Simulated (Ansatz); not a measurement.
Task: a Delta-SCF excitation of LiF, space group Fm-3m, with the Ansatz DFT code, driven from Python. Give the script and its output. Level of theory (first run): PBEsol, PAW, cutoff 531 eV, 2×2×2 k-points, Fermi-Dirac smearing of 0.01 eV, D3BJ dispersion.

```
Li F
1.0
     0.00000    2.01400    2.01400
     2.01400    0.00000    2.01400
     2.01400    2.01400    0.00000
Li F
1 1
Direct
  0.00000 0.00000 0.00000
  0.50000 0.50000 0.50000
```

The script, `run_dscf.py`:
```python
'''Delta-SCF excitation at one k-point of LiF.'''

import ansatz as az

params = {
    'xc': 'pbesol',
    'vdw': 'd3bj',
    'kgrid': (2, 2, 2),
    'smearing': 'fermi_dirac',
    'sigma': 0.01,
    'extra_bands': 6,
}


def main() -> None:
    structure = (
        az.Lattice.from_parameters(2.848226, 2.848226, 2.848226, alpha=60.0, beta=60.0, gamma=60.0)
        .atom('Li', [0.0, 0.0, 0.0])
        .atom('F', [0.5, 0.5, 0.5])
    )

    ground = structure.calculation()
    ground = ground.functional(params['xc'], dispersion=params['vdw']).basis(39 * az.Ry, density_ratio=4)
    ground = ground.kpoints(*params['kgrid'])
    ground = ground.occupations(params['smearing'], width=params['sigma'])
    ground = ground.scf(extra_bands=params['extra_bands'])
    ground = ground.band_table()
    excited = ground.excitation(hole_k=0, hole_band='v1', hole_track='overlap', particle_k=0, particle_band='c1', particle_track='overlap')
    low, high = ground.run(threads=1).report, excited.run(threads=1).report
    share = low['kweights'][0]
    top = round(low['n_electrons'] / 2)
    print('Kohn-Sham gap at the first k-point:', round(low['eigenvalues_ev'][0][top] - low['eigenvalues_ev'][0][top - 1], 3), 'eV')
    print('energy difference per cell:', round(high['lagrangian_ev'] - low['lagrangian_ev'], 4), 'eV; weight of the point', round(share, 4))
    print('per electron moved:', round((high['lagrangian_ev'] - low['lagrangian_ev']) / share, 3), 'eV')


if __name__ == '__main__':
    main()
```

```console
$ python run_dscf.py
DeckWarning: ΔSCF: scf.occupations.excite at one k-point of several moves 0.1250 of an electron a cell, so the energy, the forces and a relaxation hold that part of the excitation. That is right for a crystal's bands but wrong for a defect's levels. For those, type k: all at both ends
RunWarning: ΔSCF hole: seed band 4 (bands are counted from 0) lies in a 3-fold degenerate manifold [2, 3, 4] at 1.0e-4 eV resolution, on a gap of 8.75e0 eV certified (the least, over the bands outside them, of the distance in energy less both bands' residual [...]
Kohn-Sham gap at the first k-point: 8.748 eV
energy difference per cell: 1.1044 eV; weight of the point 0.125
per electron moved: 8.835 eV
```
(Warnings from the package without file and line, shortened.)

Reading the output:
- The settings weren't tested for convergence.
- Semilocal gaps usually lie well under measured ones.
- Energy and stress may still move on a finer k-point mesh.
- The structure is a deposited one; some such entries were measured under pressure or heat, so a shift against it needn't be the functional's error alone.
- Gaps and levels are Kohn-Sham values on a finite set of k-points.
- One k-point of a small cell stands for a dense array of excitations, so this isn't the optical gap of the solid.
- Wall time of the script: 1 s on 1 thread of Arm Neoverse V2, with other jobs on the host, peak memory 0.31 GiB.
